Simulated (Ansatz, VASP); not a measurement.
Two plane-wave programs on NiO

Contents of INCAR:

```
SYSTEM = NiO
PREC = Accurate ; ENCUT = 520
EDIFF = 1E-6 ; ISMEAR = 0
SIGMA = 0.02 ; LREAL = .FALSE.
LASPH = .TRUE. ; NELM = 150
ALGO = Normal ; ISIF = 2
LWAVE = .FALSE. ; LCHARG = .FALSE.
ISPIN = 2 ; MAGMOM = 1.91 0.21
LORBIT = 11 ; LMAXMIX = 4
LDAU = .TRUE. ; LDAUTYPE = 2
LDAUL = 2 -1 ; LDAUU = 6.2 0
LDAUJ = 0 0 ; LDAUPRINT = 1
GGA = PE ; NBANDS = 19
```

KPOINTS

```
Automatic mesh
0
G
  12 12 12
  0 0 0
```

POSCAR

```
NiO
1.0
    0.0000000000      2.0677029580      2.0677029580
    2.0677029580      0.0000000000      2.0677029580
    2.0677029580      2.0677029580      0.0000000000
Ni O
1 1
Direct
    0.0000000000      0.0000000000      0.0000000000
    0.5000000000      0.5000000000      0.5000000000
```

Input for Ansatz:

```yaml
crystal:
  lattice:
    - [0.0, 2.0677029559, 2.0677029559]
    - [2.0677029559, 0.0, 2.0677029559]
    - [2.0677029559, 2.0677029559, 0.0]
  atoms:
    - { symbol: Ni, position: [0.0, 0.0, 0.0], spin: 1.91 }
    - { symbol: O, position: [0.5, 0.5, 0.5], spin: 0.21 }
basis:
  ecutwfc: 420
kpoints:
  mp_grid: { grid: [12, 12, 12] }
hamiltonian:
  xc: pbe
  hubbard: { sites: [{ species: Ni, l: d, u_eff: 6.2 }] }
scf:
  occupations: { method: gaussian, width: 0.02 }
output:
  forces: true
  stress: true
  eigenvalues: true
  populations: true
magnetization:
  spin_polarized: true
```

Alike in both runs: task single point; functional PBE; k mesh 12 × 12 × 12; occupations gaussian, width 0.02 eV; collinear spin; Hubbard terms Ni d U = 6.2 eV.

```csv
,VASP,Ansatz
version,VASP 6.6.1,Ansatz 0.2.0
potentials or method,"VASP PAW PBE potentials, release 64 (Ni, O)","scalar-relativistic, plane waves, PAW"
plane-wave cutoff (eV),520,420
valence electrons in the cell,16,24
```

```tsv
	VASP	Ansatz	Ansatz less VASP
gap on the k mesh at the Fermi level (eV)	2.46	2.15	-0.307
least direct gap on the mesh (eV)	3.20	2.97	-0.233
pressure (GPa)	8.9	21.1	+12.20
net moment per atom (μB)	1.00	1.00	0.000
size of the moment on the site where the two differ most (μB)	1.82	1.71	-0.108
```

Site moments also hang on the region over which each program counts them. The programs project onto different local orbitals, so the same U acts differently. The two sets of potentials don't hold the same shells in valence.

Caveats: a cell with one magnetic atom can't hold antiferromagnetic order, which such compounds often take. A k mesh can miss the band edges. The state reached can hang on the start; a lower one may exist.
